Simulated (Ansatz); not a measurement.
SnS (Pnma) at 2 levels of theory

One geometry, relaxed with PBE; plane waves with PAW potentials in Ansatz, scalar-relativistic. No spin polarisation. Gaps are the least over mesh and band path; pressure is positive in compression.

```
CELL_PARAMETERS angstrom
11.44669 0.00000 0.00000
0.00000 4.02543 0.00000
0.00000 0.00000 4.44688
ATOMIC_POSITIONS crystal
Sn 0.62159 0.25000 0.62978
Sn 0.87841 0.75000 0.12978
Sn 0.12159 0.25000 0.87022
Sn 0.37841 0.75000 0.37022
S 0.35000 0.25000 0.97682
S 0.15000 0.75000 0.47682
S 0.85000 0.25000 0.52318
S 0.65000 0.75000 0.02318
```

| level | cutoff (eV) | k mesh | gap (eV) | pressure (GPa) |
| --- | --- | --- | --- | --- |
| PBE | 420 | 4×8×6 | 0.95 | 0.0 |

What comes out on the same cell with PBEsol?

| level | cutoff (eV) | k mesh | gap (eV) | pressure (GPa) |
| --- | --- | --- | --- | --- |
| PBEsol | 420 | 4×8×6 | 0.89 | -2.8 |

The cell holds layers, chains or molecules and no dispersion correction was added, so their binding is poorly described.

It was relaxed from a cell as deposited in COD.
